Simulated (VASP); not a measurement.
Runs of VASP 6.6.1 on CdSe (Cadmoselite). The structure is hexagonal, space group P6_3mc (No. 186). Conventional cell: a = 4.327 Å, b = 4.327 Å, c = 7.077 Å, α = 90.00°, β = 90.00°, γ = 120.00°. Cd (site symmetry 3m) has 4 Se at 2.65 Å as nearest neighbours. Se (site symmetry 3m) is surrounded by 4 Cd at 2.65 Å. 

| task | cell | gap on the mesh (eV) | pressure (GPa) | largest force (eV/Å) |
| --- | --- | --- | --- | --- |
| relaxation of shape and atoms at fixed volume | atoms relaxed at fixed volume from: a relaxed cell with its volume scaled by 1.04 | 0.53 | -1.8 | 0.01 |
| relaxation of cell and atoms | relaxed | 0.62 | 0.0 | - |
| relaxation of shape and atoms at fixed volume | atoms relaxed at fixed volume | 0.62 | 0.0 | - |
| relaxation of shape and atoms at fixed volume | atoms relaxed at fixed volume from: a relaxed cell with its volume scaled by 1.02 | (a) | -0.9 | - |
| relaxation of shape and atoms at fixed volume | atoms relaxed at fixed volume from: a relaxed cell with its volume scaled by 1.06 | 0.49 | -2.5 | 0.01 |

Alike in all rows: level PBE+D3(BJ); potentials or basis VASP PAW PBE potentials, release 64 (Cd, Se); no spin polarisation; k mesh 9 × 9 × 4; cutoff (eV) 600; smearing gaussian 0.03 eV.

Q: Estimate the missing entries.

A: (a) 0.57.

Caveats: the relaxation stopped at its first step, so nothing moved (some runs).

A k mesh can miss the band edges, and the runs leave out spin-orbit coupling on Cd, Se.
